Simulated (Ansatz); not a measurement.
# Mo (hcp type): how the settings move a single-point run

Aim: see which settings change the result for Mo (hcp type), by how much, and at what cost.

Computed with Ansatz 0.2.0 (reference: DFT, PBE, PAW with Ansatz's default frozen-core files, scalar-relativistic, unless a step's input says otherwise).

## 1. Starting point

It takes space group P6_3/mmc (No. 194, hexagonal). Conventional cell: a = 2.662 Å, b = 2.662 Å, c = 4.621 Å, α = 90.00°, β = 90.00°, γ = 120.00°. Mo (site symmetry -6m2) is surrounded by 12 Mo at 2.66 to 2.78 Å.

Coordinates:

```
Mo
1.0
     2.66200    0.00000    0.00000
    -1.33100    2.30536    0.00000
     0.00000    0.00000    4.62116
Mo
2
Cartesian
  0.0000 1.5369 1.1553
  1.3310 0.7685 3.4659
```

## 2. The reference run

Contents of input.yaml:

```yaml
crystal:
  lattice:
    - [2.6619985405, 0.0, 0.0]
    - [-1.3309992702, 2.3053583609, 0.0]
    - [0.0, 0.0, 4.6211624443]
  atoms:
    - { symbol: Mo, position: [0.3333333333, 0.6666666667, 0.25] }
    - { symbol: Mo, position: [0.6666666667, 0.3333333333, 0.75] }
kpoints:
  mp_grid: { grid: [15, 15, 8] }
scf:
  occupations: { method: fermi_dirac, width: 0.08 }
hamiltonian:
  xc: pbe
  pseudopotentials: { kind: paw }
output:
  forces: true
  stress: true
  eigenvalues: true
  populations: true
```

On the command line:

```
$ ansatz run input.yaml --threads 1 --pin off --max-ram 2048MiB --backend cpu --events-out ev --progress --plain --runs-dir out
```

## 3. Variant: eigensolver.kind davidson, ecutrho_ratio 9

Edit input.yaml of step 2 so:

```diff
@@ -12,2 +12,3 @@
   occupations: { method: fermi_dirac, width: 0.08 }
+  eigensolver: { kind: davidson }
 hamiltonian:
@@ -20 +21,3 @@
   populations: true
+basis:
+  ecutrho_ratio: 9
```

Before running it: what results should come out? Wanted: for each run, ending; energy change; pressure; gap; force.

The runs gave:

| run | ending | energy change | pressure (GPa) | gap (eV) | force (eV/Å) | cycles | time |
| --- | --- | --- | --- | --- | --- | --- | --- |
| reference | converged | 0 | 38.8 | 0.00 | 0.00 | 6 | 3.8 s |
| 1: eigensolver.kind davidson, ecutrho_ratio 9 | converged | 0.0 meV/atom | 38.8 | 0.00 | 0.00 | 6 | 4.7 s |

Residual by cycle in the longest SCF loop of each run; runs are numbered as in the table. The quantity is the density residual dr2, in eV.

| cycle | reference | run 1 |
| --- | --- | --- |
| 1 | 0.0102 | 0.0103 |
| 2 | 0.00402 | 0.00412 |
| 3 | 1.5e-5 | 3.0e-5 |
| 4 | 6.4e-6 | 1.5e-5 |
| 5 | 7.1e-8 | 9.0e-7 |
| 6 | 2.0e-9 | 5.3e-9 |

What this shows: Changing the solver and numerical grids hardly moves the energy: 0.0 meV/atom. The structure is not at rest: the sound run finds 39 GPa, so these are no properties of the relaxed crystal. 
